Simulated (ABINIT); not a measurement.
HfB2: single point with PBE

HfB2:

```
CELL_PARAMETERS angstrom
0.00000 2.71608 2.71608
2.71608 0.00000 2.71608
2.71608 2.71608 0.00000
ATOMIC_POSITIONS crystal
Hf 0.99959 0.99648 0.00680
B 0.24715 0.25315 0.25155
B 0.75133 0.76006 0.75052
```

The cell was built by a generator and needn't be a form met in nature.

The cell isn't the ideal one: atoms moved at random, drawn with an rms of 0.05 Å.

```yaml
Program: ABINIT 10.8.3 (patched build)
Task: single point
Functional: PBE
Potentials_or_basis: JTH PAW PBE v2.0
Cutoff: 517 eV
k_mesh: 9 × 9 × 9
Occupations: fermi-dirac, width 0.05 eV
Spin: no spin polarisation
```

```json
{
 "Pressure": "0.8 GPa",
 "Largest force": "0.507 eV/Å",
 "Band gap on the k mesh": "none (metal or under the smearing width)",
 "Valence electrons inside the program's atomic spheres": "Hf 9.68; B 1.60"
}
```

Forces on the atoms (eV/Å):
```
Hf   0.178 -0.239  0.410
B   -0.090  0.135 -0.192
B   -0.088  0.104 -0.218
```

Stress tensor (GPa, compression positive):
```
0.80 1.47 0.51
1.47 0.80 0.76
0.51 0.76 0.75
```

Levels at points of the mesh, in eV from the Fermi level:
```tsv
k point	band 6	band 7	band 8	band 9	band 10	band 11	band 12	band 13
(0.00, 0.00, 0.00)	-3.51	-3.48	-3.45	-0.86	2.26	2.27	4.01	4.09
```

Wall time 2.9 min on 1 thread of Arm Neoverse V1, with other jobs on the host, peak memory 0.31 GiB.

Spin-orbit coupling is left out, which matters for the levels of Hf.
